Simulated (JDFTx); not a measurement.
Runs of JDFTx 1.7.0 (patched build) on Sn. Symmetry: Fd-3m, No. 227, cubic system. The conventional cell has a = 6.467 Å, b = 6.467 Å, c = 6.467 Å, α = 90.00°, β = 90.00°, γ = 90.00°. Sn (site symmetry -43m) is surrounded by 4 Sn at 2.80 Å. This isn't the form of Sn at room conditions, which is tetragonal (white tin).

```tsv
task	level	potentials or basis	cell	density cutoff over wavefunction cutoff	SCF threshold on the energy	further solve for the empty bands	gap on the mesh (eV)	pressure (GPa)	V0 of scaled cells (Å³/atom)	B0 (GPa)
equation of state	PBEsol	PseudoDojo-SR-PBEsol-0.4.1-standard	as given	8	1e-09 Ha	-	-	-	(a)	41
single point	PBE	PseudoDojo-SR-PBE-0.5-standard	as given	4	1e-08 Ha	yes	none	3.9	-	-
equation of state	LDA	PseudoDojo-SR-LDA-0.4.1-standard	as given	8	1e-09 Ha	-	-	-	33.91	(b)
relaxation of cell and atoms	PBE+D3(BJ)	PseudoDojo-SR-PBE-0.5-standard	relaxed	8	1e-09 Ha	no	none	0.0	-	-
```

Alike in all rows: no spin polarisation; k mesh 7 × 7 × 7; cutoff (eV) 980; smearing fermi-dirac 0.05 eV.

Problem. Estimate the missing entries.

Solution. (a) 35.07; (b) 45.

Caveats: pairwise dispersion overbinds metals, which lowers pressure and volume (some runs).

A k mesh can miss the band edges, and the runs leave out spin-orbit coupling on Sn.

A gap of «none» marks a metal or a gap under the smearing width.

Not every run made on this cell is shown here.
